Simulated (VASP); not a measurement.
Here is a VASP 6.6.1 calculation.

File POSCAR:

```
Ge
1.0
    0.0000000000      2.7981073200      2.9421600000
    2.7981073200      0.0000000000      2.9421600000
    2.7981073200      2.7981073200      0.0000000000
Ge
2
Direct
    0.0000000000      0.0000000000      0.0000000000
    0.2500000000      0.2500000000      0.2500000000
```

INCAR.step1

```
  PREC = Accurate
  ENCUT = 520
  EDIFF = 1E-5
  ISMEAR = 0
  SIGMA = 0.02
  LREAL = False
  LASPH = True
  NELM = 80
  ALGO = Normal
  ISIF = 2
  LWAVE = True
  LCHARG = False
  GGA = PE
```

Contents of INCAR.step2:

```
  PREC = Accurate
  ENCUT = 520
  EDIFF = 1E-7
  ISMEAR = 0
  SIGMA = 0.02
  LREAL = False
  LASPH = True
  NELM = 80
  ALGO = Normal
  ISIF = 2
  LWAVE = False
  LCHARG = False
  GGA = PE
  LHFCALC = True
  HFSCREEN = 0.2
  PRECFOCK = Fast
  ISTART = 1
```

File KPOINTS:

```
Automatic mesh
0
Gamma
  6 6 6
```

Potentials or basis: VASP PAW PBE potentials, release 64 (Ge_d).

Run with:

```sh
$ cat potpaw_PBE.64/Ge_d/POTCAR > POTCAR
$ cp INCAR.step1 INCAR
$ mpirun -np 1 vasp_std > vasp.out
$ cp INCAR.step2 INCAR
$ mpirun -np 1 vasp_std > vasp.out
```

Task: Estimate the band gap on the k mesh.

Result: 0.54 eV, direct.

Task: Estimate the pressure.

Result: -0.4 GPa.

Stress tensor (GPa, compression positive):
```
 1.12  0.00  0.00
 0.00  1.12  0.00
 0.00  0.00 -3.51
```

Caveat: the PAW data sets were made with another functional, which shifts forces and pressure a little. A k mesh can miss the band edges.
